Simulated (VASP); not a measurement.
# CdTe (F-43m) in VASP: phonons with r2SCAN

Aim: the phonons of CdTe with r2SCAN.

Program: VASP 6.6.1. These are calculated values, not measurements. Logs are shortened: lines on timing, memory, paths and dates and some standing lists are left out, and cuts for length are marked.

### 1 The crystal as given

Symmetry: F-43m, No. 216, cubic system. The conventional cell has a = 6.410 Å, b = 6.410 Å, c = 6.410 Å, α = 90.00°, β = 90.00°, γ = 90.00°. Cd (site symmetry -43m) is surrounded by 4 Te at 2.78 Å. Te (site symmetry -43m) is surrounded by 4 Cd at 2.78 Å.

### 2 Phonons, r2SCAN

Input file POSCAR:

```
CdTe
1.0
    0.0000000000      3.2050000000      3.2050000000
    3.2050000000      0.0000000000      3.2050000000
    3.2050000000      3.2050000000      0.0000000000
Cd Te
1 1
Direct
    0.0000000000      0.0000000000      0.0000000000
    0.2500000000      0.2500000000      0.2500000000
```

Input file INCAR.step1:

```
PREC = Accurate
ENCUT = 600
EDIFF = 1E-8
ISMEAR = 0
SIGMA = 0.02
LREAL = F
LASPH = T
NELM = 100
ALGO = Normal
ISIF = 3
LWAVE = F
LCHARG = F
METAGGA = R2SCAN
LMIXTAU = T
IBRION = 2
NSW = 40
EDIFFG = -0.002
```

Input file INCAR.step2:

```
PREC = Accurate
ENCUT = 600
EDIFF = 1E-8
ISMEAR = 0
SIGMA = 0.02
LREAL = F
LASPH = T
NELM = 100
ALGO = Normal
ISIF = 2
LWAVE = F
LCHARG = F
METAGGA = R2SCAN
LMIXTAU = T
IBRION = 6
NFREE = 2
POTIM = 0.015
NSW = 1
```

Input file KPOINTS:

```
regular mesh
0
Gamma
  8 8 8
```

Potentials or basis: VASP PAW PBE potentials, release 64 (Cd, Te).

Run with:

```
cat potpaw_PBE.64/Cd/POTCAR potpaw_PBE.64/Te/POTCAR > POTCAR
cp INCAR.step1 INCAR
mpirun -np 1 vasp_std > vasp.out
cp CONTCAR POSCAR
cp INCAR.step2 INCAR
mpirun -np 1 vasp_std > vasp.out
```

OUTCAR:

```text
PREC = Accurate
   ENCUT = 600
   EDIFF = 1E-8
   ISMEAR = 0
   LREAL = F
   LASPH = T
   NELM = 100
   ISIF = 2
   METAGGA = R2SCAN
   IBRION = 6
   NFREE = 2
   POTIM = 0.015
   NSW = 1

 ion  position               nearest neighbor table
   1  0.000  0.000  0.000-   2 2.84   2 2.84   2 2.84   2 2.84
   2  0.250  0.250  0.250-   1 2.84   1 2.84   1 2.84   1 2.84

  LATTYP: Found a face centered cubic cell.
 ALAT       =     6.5613516657

  Lattice vectors:

 A1 = (   0.0000000000,   3.2806758328,   3.2806758328)
 A2 = (   3.2806758328,   0.0000000000,   3.2806758328)
 A3 = (   3.2806758328,   3.2806758328,   0.0000000000)

Analysis of symmetry for initial positions (statically):
=====================================================================
 Subroutine PRICEL returns:
 Original cell was already a primitive cell.

 Routine SETGRP: Setting up the symmetry group for a
 face centered cubic supercell.

 Subroutine GETGRP returns: Found 24 space group operations
 (whereof 24 operations were pure point group operations)
 out of a pool of 48 trial point group operations.

The static configuration has the point symmetry T_d .

Analysis of symmetry for dynamics (positions and initial velocities):
=====================================================================
 Subroutine PRICEL returns:
 Original cell was already a primitive cell.

 Routine SETGRP: Setting up the symmetry group for a
 face centered cubic supercell.

 Subroutine GETGRP returns: Found 24 space group operations
 (whereof 24 operations were pure point group operations)
 out of a pool of 48 trial point group operations.

The dynamic configuration has the point symmetry T_d .

 Subroutine INISYM returns: Found 24 space group operations
 (whereof 24 operations are pure point group operations),
 and found     1 'primitive' translations

----------------------------------------------------------------------------------------

                                     Primitive cell

  volume of cell :      70.6187

  direct lattice vectors                    reciprocal lattice vectors
     0.000000000  3.280675833  3.280675833    -0.152407621  0.152407621  0.152407621
     3.280675833  0.000000000  3.280675833     0.152407621 -0.152407621  0.152407621
     3.280675833  3.280675833  0.000000000     0.152407621  0.152407621 -0.152407621

  length of vectors
     4.639576257  4.639576257  4.639576257     0.263977744  0.263977744  0.263977744

  position of ions in fractional coordinates (direct lattice)
     0.000000000  0.000000000  0.000000000
     0.250000000  0.250000000  0.250000000

  ion indices of the primitive-cell ions
   primitive index   ion index
                 1           1
                 2           2

----------------------------------------------------------------------------------------

 KPOINTS: regular mesh

Automatic generation of k-mesh.
 Grid dimensions read from file:
 generate k-points for:    8    8    8

 Generating k-lattice:

  Cartesian coordinates                     Fractional coordinates (reciprocal lattice)
    -0.019050953  0.019050953  0.019050953     0.125000000  0.000000000  0.000000000
     0.019050953 -0.019050953  0.019050953     0.000000000  0.125000000  0.000000000
     0.019050953  0.019050953 -0.019050953     0.000000000  0.000000000  0.125000000

  Length of vectors
     0.032997218  0.032997218  0.032997218

  Shift w.r.t. Gamma in fractional coordinates (k-lattice)
     0.000000000  0.000000000  0.000000000

 Subroutine IBZKPT returns following result:
 ===========================================
[... 62 lines left out ...]
   EFERMI =   0.00;   METHOD = LEGACY
   ISMEAR =     0;   SIGMA  =   0.02  broadening in eV -4-tet -1-fermi 0-gaus
   EFERMI_NEDOS =   21; number of points for ismear=-14 and -15
   IALGO  =     38    algorithm
   IMIX   =      4    mixing-type and parameters
     AMIX     =   0.40;   BMIX     =  1.00
     AMIX_MAG =   1.60;   BMIX_MAG =  1.00
  volume/ion in A,a.u.               =      35.31       238.28
  Fermi-wavevector in a.u.,A,eV,Ry     =   1.037988  1.961513 14.659178  1.077419
  Thomas-Fermi vector in A             =   2.172451
   LORBIT       =      0    0 simple, 1 ext, 2 COOP (PROOUT), +10 PAW based schemes
   METAGGA = R2SCAN    functional components
   LHFCALC =     F    Hartree Fock is set to
   AEXX    =    0.0000 exact exchange contribution
   IVDW    =     0    specifies the selected vdW correction
   LEPSILON=     F    determine dielectric tensor
   LRPA    =     F    only Hartree local field effects (RPA)
 finite differences with symmetry
 non-spin polarized calculation
 Gauss-broadening in eV      SIGMA  =   0.02
  energy-cutoff  :      600.00
  volume of cell :       70.62
 maximum number of plane-waves:      2397
 NGX is ok and might be reduce to    40
   NGX = 19   NGY = 19   NGZ = 19

--------------------------------------- Ionic step        1  -------------------------------------------

 number of electron      17.9999999 magnetization

 Free energy of the ion-electron system (eV)
  ---------------------------------------------------
  ext. energy  EPLUGINS =         0.00000000
  ---------------------------------------------------
  free energy    TOTEN  =       -46.64567962 eV

  energy without entropy =      -46.64567962  energy(sigma->0) =      -46.64567962

------------------------ aborting loop because EDIFF is reached ----------------------------------------

  FORCE on cell =-STRESS in cart. coord.  units (eV):
  Direction    XX          YY          ZZ          XY          YZ          ZX
  --------------------------------------------------------------------------------------
  -------------------------------------------------------------------------------------
  Total       -0.0024689     -0.0024689     -0.0024689     -0.0000000     -0.0000000      0.0000000
  in kB       -0.0560139     -0.0560139     -0.0560139     -0.0000000     -0.0000000      0.0000000
  external PRESSURE =      -0.0560139 kB  Pullay stress =       0.0000000 kB
[... 131 lines left out ...]
--------------------------------------- Ionic step        5  -------------------------------------------

 number of electron      17.9999999 magnetization

 Free energy of the ion-electron system (eV)
  ---------------------------------------------------
  ext. energy  EPLUGINS =         0.00000000
  ---------------------------------------------------
  free energy    TOTEN  =       -46.64521856 eV

  energy without entropy =      -46.64521856  energy(sigma->0) =      -46.64521856

 E-fermi :   1.8625     XC(G=0):  -8.9332

 val. band max:        1.7808367497   @ k =   0.0000   0.0000   0.0000
 cond. band min:       2.9214836274   @ k =   0.0000   0.0000   0.0000
 fundamental gap:      1.1406468777
 Fermi energy:         1.8624689708

 k-point     1 :       0.0000    0.0000    0.0000
  band No.  band energies     occupation
      1      -9.5455      2.00000
      2      -6.6792      2.00000
      3      -6.6731      2.00000
      4      -6.6672      2.00000
      5      -6.4172      2.00000
      6      -6.4171      2.00000
      7       1.7571      2.00000
      8       1.7694      2.00000
      9       1.7808      2.00000
     10       2.9215      0.00000
     11       6.8159      0.00000
     12       6.8247      0.00000
     13       6.8345      0.00000
[... 354 lines left out ...]
  band No.  band energies     occupation
      1      -9.1142      2.00000
      2      -6.5848      2.00000
      3      -6.5724      2.00000
      4      -6.4315      2.00000
      5      -6.4118      2.00000
      6      -5.9801      2.00000
      7      -2.3397      2.00000
      8      -0.2058      2.00000
      9       0.5727      2.00000
     10       5.3354      0.00000
     11       6.7413      0.00000
     12       8.1282      0.00000
     13       9.3318      0.00000

 [... further k-points ...]

------------------------ aborting loop because EDIFF is reached ----------------------------------------

  FORCE on cell =-STRESS in cart. coord.  units (eV):
  Direction    XX          YY          ZZ          XY          YZ          ZX
  --------------------------------------------------------------------------------------
  -------------------------------------------------------------------------------------
  Total       -0.0020553     -0.0005969     -0.0005969      0.0000000      0.0799955      0.0000000
  in kB       -0.0466294     -0.0135429     -0.0135429      0.0000000      1.8149140      0.0000000
  external PRESSURE =      -0.0245717 kB  Pullay stress =       0.0000000 kB
[... 17 lines left out ...]
  FREE ENERGIE OF THE ION-ELECTRON SYSTEM (eV)
  ---------------------------------------------------
  free  energy   TOTEN  =       -46.6452185568 eV

  energy  without entropy=      -46.6452185568  energy(sigma->0) =      -46.64521856

 INTERNAL STRAIN TENSORS FROM DISPLACED ATOMS
 ============================================

 INTERNAL STRAIN TENSOR FOR ION    1 for displacements in x,y,z  (eV/Angst):
          X           Y           Z          XY          YZ          ZX
  --------------------------------------------------------------------------------
  x    -0.00000    -0.00000    -0.00000     0.00000     5.33498     0.00000
  y     0.00000     0.00000     0.00000     0.00000     0.00000     5.33498
  z    -0.00000    -0.00000    -0.00000     5.33498     0.00000     0.00000

 INTERNAL STRAIN TENSOR FOR ION    2 for displacements in x,y,z  (eV/Angst):
          X           Y           Z          XY          YZ          ZX
  --------------------------------------------------------------------------------
  x    -0.00000    -0.00000    -0.00000     0.00000    -5.33013     0.00000
  y    -0.00000    -0.00000    -0.00000     0.00000     0.00000    -5.33013
  z    -0.00000    -0.00000    -0.00000    -5.33013     0.00000     0.00000

 Eigenvectors and eigenvalues of the dynamical matrix
 ----------------------------------------------------

   1 f  =    4.094629 THz    25.727316 2PiTHz  136.582137 cm-1    16.934019 meV
             X         Y         Z           dx          dy          dz
      0.000000  0.000000  0.000000     0.728926    0.000000    0.000000
      1.640338  1.640338  1.640338    -0.684592    0.000000    0.000000
[... 21 lines left out ...]
   6 f/i=    0.001268 THz     0.007964 2PiTHz    0.042281 cm-1     0.005242 meV
             X         Y         Z           dx          dy          dz
      0.000000  0.000000  0.000000     0.071383    0.192677    0.653029
      1.640338  1.640338  1.640338     0.076006    0.205155    0.695319

 ELASTIC MODULI CONTR FROM IONIC RELAXATION (kBar)
 Direction    XX          YY          ZZ          XY          YZ          ZX
 --------------------------------------------------------------------------------
 XX          -0.0000     -0.0000     -0.0000     -0.0000     -0.0000     -0.0000
 YY          -0.0000     -0.0000     -0.0000     -0.0000     -0.0000     -0.0000
 ZZ          -0.0000     -0.0000     -0.0000     -0.0000     -0.0000     -0.0000
 XY          -0.0000     -0.0000     -0.0000   -157.3578      0.0000      0.0000
 YZ          -0.0000     -0.0000     -0.0000      0.0000   -157.3578      0.0000
 ZX          -0.0000     -0.0000     -0.0000      0.0000      0.0000   -157.3578
 --------------------------------------------------------------------------------
```

Run time: 43 min. Hardware: 1 thread of Intel Xeon Platinum 8259CL at 2.50GHz (Skylake/Cascade Lake), shared host; peak memory 0.4 GiB.

What came out:

```
Relaxed volume                                          : 35.31 Å³/atom
Relaxed cell                                            : a = 4.640 Å, b = 4.640 Å, c = 4.640 Å, α = 60.00°, β = 60.00°, γ = 60.00°
Space group after relaxing (to 0.05 Å)                  : F-43m (No. 216)
Highest phonon frequency at Γ, LO-TO splitting left out : 137 cm⁻¹
```

Step by step:
```csv
step,energy change (eV),largest force (eV/Å),pressure (GPa),volume (Å³)
1,0.0000,0.0000,3.32,65.84
2,-0.0398,0.0000,-1.02,72.56
3,-0.0462,0.0000,0.01,70.60
4,-0.0462,0.0000,-0.04,70.70
5,-0.0462,0.0000,0.01,70.61
6,-0.0462,0.0000,0.00,70.62
```

Final structure:
```
CELL_PARAMETERS angstrom
0.00000 3.28068 3.28068
3.28068 0.00000 3.28068
3.28068 3.28068 0.00000
ATOMIC_POSITIONS crystal
Cd 0.00000 0.00000 0.00000
Te 0.25000 0.25000 0.25000
```

Phonon frequencies in cm⁻¹ (negative: imaginary):
| q point | frequencies |
| --- | --- |
| (0.000, 0.000, 0.000) | 0 0 0 137 137 137 |

Caveat: the PAW data sets were made with another functional, which shifts forces and pressure a little.
